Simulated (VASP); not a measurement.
## P: relaxation of cell and atoms with PBEsol+D3(BJ)

The system is P.

```
CELL_PARAMETERS angstrom
1.72573 0.99635 3.12968
-1.72573 0.99635 3.12968
0.00000 -1.99270 3.12968
ATOMIC_POSITIONS crystal
P 0.22708 0.22708 0.22708
P 0.77292 0.77292 0.77292
```

This isn't the form of P at room conditions, which is orthorhombic.

```json
{"Program": "VASP 6.6.1", "Task": "relaxation of cell and atoms", "Functional": "PBEsol", "Dispersion": "D3(BJ)", "Potentials or basis": "VASP PAW PBE potentials, release 64 (P)", "Cutoff": "520 eV", "k mesh": "12 × 12 × 12", "Occupations": "gaussian, width 0.02 eV", "Spin": "no spin polarisation", "Target pressure": "7.4 GPa", "Further INCAR settings": "ALGO = Normal; EDIFF = 0.05; IBRION = 2; EDIFFG = -0.002; NSW = 80; ISIF = 3"}
```

The relaxed volume is 13.10 Å³/atom and the relaxed cell is a = 3.330 Å, b = 3.330 Å, c = 3.330 Å, α = 60.15°, β = 60.15°, γ = 60.15°. The space group after relaxing (to 0.05 Å) is R-3m (No. 166). The energy change on relaxing (the enthalpy is what falls) is -30.1 meV/atom and the ionic steps are 43. The pressure after relaxing is 7.4 GPa. The band gap on the k mesh is none (metal or under the smearing width) and the dispersion energy per atom is -0.433 eV.

Step by step:
```
step  energy change (eV)  largest force (eV/Å)  pressure (GPa)  volume (Å³)
   1              0.0000                0.2175           -3.89        32.29
   3              0.0089                0.9908           11.33        28.40
   5             -0.0021                0.9127            4.32        28.93
   7              0.0110                0.9910            6.29        28.52
   9              0.1465                0.0171           23.57        23.99
  11             -0.0170                0.4706           13.40        26.11
  13             -0.0105                0.3879           11.22        25.80
  15             -0.0849                0.0068            3.36        26.98
  17             -0.0657                0.1407            5.97        26.47
  19             -0.0713                0.1127            5.98        26.58
  21             -0.0613                0.0508            5.94        26.22
  23             -0.0539                0.0301            8.54        26.09
  25             -0.0586                0.0443            7.73        26.18
  27             -0.0598                0.0493            7.53        26.21
  29             -0.0613                0.0232            7.15        26.23
  31             -0.0582                0.0011            7.46        26.16
  33             -0.0597                0.0027            7.52        26.20
  35             -0.0598                0.0030            7.44        26.20
  37             -0.0605                0.0026            7.41        26.21
  39             -0.0605                0.0025            7.34        26.21
  41             -0.0596                0.0019            7.43        26.19
  43             -0.0602                0.0019            7.41        26.21
```

Final structure:
```
P
1.0
     1.66889    0.96354    2.71620
    -1.66889    0.96354    2.71620
     0.00000   -1.92707    2.71620
P
2
Direct
  0.24401 0.24401 0.24401
  0.75599 0.75599 0.75599
```

Levels at points of the mesh, in eV from the Fermi level:
```csv
k point,band 2,band 3,band 4,band 5,band 6,band 7,band 8,band 9
"(0.00, 0.00, 0.00)",-2.44,-2.44,-2.28,-0.43,3.87,4.04,4.04,5.63
"(0.50, 0.00, 0.00)",-13.03,-2.19,-1.91,-1.27,-1.09,1.62,1.82,12.25
"(0.50, 0.50, 0.00)",-9.82,-7.35,-5.95,-5.84,0.06,8.84,8.89,9.46
"(0.50, 0.50, 0.50)",-12.71,-2.02,-2.02,-1.33,-1.33,1.38,1.99,12.28
```

Run time: 2.8 min on 1 thread of Intel(R) Xeon(R) 6975P-C (Granite Rapids) (shared host), peak memory 0.21 GiB.

Caveat: the cell is relaxed towards a set pressure, so the enthalpy falls and the energy may rise; the volume moved by over 15 % at a fixed basis, so the end points are rough; the PAW data sets were made with another functional, which shifts forces and pressure a little; pairwise dispersion overbinds metals, which lowers pressure and volume.
